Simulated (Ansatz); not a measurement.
# MnO2: the cost of one run

Computed with Ansatz 0.2.0 (DFT LDA+U (U_eff = 4 eV on Mn d), plane waves, PAW, unless a step's input says otherwise).

2 further runs of the same task are left out: 2 that didn't finish.

### 1 The structure to begin with

Symmetry: R-3m, No. 166, trigonal system. Conventional cell: a = 2.836 Å, b = 2.836 Å, c = 12.860 Å, α = 90.00°, β = 90.00°, γ = 120.00°. Around Mn (site symmetry -3m) lie 6 O at 1.94 Å. O (site symmetry 3m) is surrounded by 3 Mn at 1.94 Å.

Structure file:

```cif
data_structure
_symmetry_space_group_name_H-M 'R-3m:H'
_symmetry_Int_Tables_number 166
_cell_length_a 2.8357
_cell_length_b 2.8357
_cell_length_c 12.8601
_cell_angle_alpha 90.000
_cell_angle_beta 90.000
_cell_angle_gamma 120.000
_cell_volume 89.56
loop_
_atom_site_label
_atom_site_type_symbol
_atom_site_symmetry_multiplicity
_atom_site_Wyckoff_symbol
_atom_site_fract_x
_atom_site_fract_y
_atom_site_fract_z
_atom_site_occupancy
Mn1 Mn 3 a 0.00000 0.00000 0.00000 1
O1 O 6 c 0.00000 0.00000 0.25200 1
```

An earlier series on this cell reached its lowest free state from «ferromagnetic start, free, symmetry kept, no search», perhaps among other starts.

### 2 Antiferromagnetic start, free

Input file input.yaml:

```yaml
crystal:
  lattice:
    - [1.41784707, 0.81859439, 4.28668569]
    - [-1.41784707, 0.81859439, 4.28668569]
    - [0.0, -3.27437756, 8.57337138]
  atoms:
    - { symbol: Mn, position: [0.0, 0.0, 0.0], spin: 3.0 }
    - { symbol: O, position: [0.252, 0.252, 0.126] }
    - { symbol: O, position: [0.748, 0.748, 0.374] }
    - { symbol: Mn, position: [0.0, 0.0, 0.5], spin: -3.0 }
    - { symbol: O, position: [0.252, 0.252, 0.626] }
    - { symbol: O, position: [0.748, 0.748, 0.874] }
basis:
  ecutwfc: 420
  ecutrho_ratio: 4
kpoints:
  mp_grid: { grid: [8, 8, 4] }
hamiltonian:
  xc: lda
  hubbard:
    sites:
      - { site: 0, l: d, u_eff: 4.0, starting_ns: [{ spin: up, occupation_matrix: s0up }, { spin: down, occupation_matrix: s0down }] }
      - { site: 3, l: d, u_eff: 4.0, starting_ns: [{ spin: up, occupation_matrix: s3up }, { spin: down, occupation_matrix: s3down }] }
    occupation_matrices:
      s0up:
        matrix:
          - [0.97, 0.0, 0.0, 0.0, 0.0]
          - [0.0, 0.36529, 0.0, 0.0, 0.45695]
          - [0.0, 0.0, 0.36584, 0.4571, 0.0]
          - [0.0, 0.0, 0.4571, 0.62416, 0.0]
          - [0.0, 0.45695, 0.0, 0.0, 0.62471]
      s0down:
        matrix:
          - [0.02, 0.0, 0.0, 0.0, 0.0]
          - [0.0, 0.02, 0.0, 0.0, 0.0]
          - [0.0, 0.0, 0.02, 0.0, 0.0]
          - [0.0, 0.0, 0.0, 0.02, 0.0]
          - [0.0, 0.0, 0.0, 0.0, 0.02]
      s3up:
        matrix:
          - [0.02, 0.0, 0.0, 0.0, 0.0]
          - [0.0, 0.02, 0.0, 0.0, 0.0]
          - [0.0, 0.0, 0.02, 0.0, 0.0]
          - [0.0, 0.0, 0.0, 0.02, 0.0]
          - [0.0, 0.0, 0.0, 0.0, 0.02]
      s3down:
        matrix:
          - [0.97, 0.0, 0.0, 0.0, 0.0]
          - [0.0, 0.36529, 0.0, 0.0, 0.45695]
          - [0.0, 0.0, 0.36584, 0.4571, 0.0]
          - [0.0, 0.0, 0.4571, 0.62416, 0.0]
          - [0.0, 0.45695, 0.0, 0.0, 0.62471]
    ns_hold: { iters: 8 }
scf:
  occupations: { method: gaussian, width: 0.05 }
  lower_state_search: "off"
  max_iter: 150
output:
  forces: true
  stress: true
  eigenvalues: true
  populations: true
  hubbard: { sites: [{ site: 0, l: d }, { site: 3, l: d }] }
  write_density: true
  write_potential: true
  elf: true
  volumetric_format: npy
magnetization:
  spin_polarized: true
```

The typed matrices put 0.97 on the chosen orbitals and 0.02 on the others, and are held for 8 cycles.

Launch:

```
> ansatz run input.yaml --threads 4 --pin off --max-ram 6144MiB --backend cpu --events-out ev --progress --plain --runs-dir out
```

Q: Estimate wall time and peak memory on 4 threads of Arm Neoverse V1, shared host.

About 11 s, with a peak of 0.62 GiB.
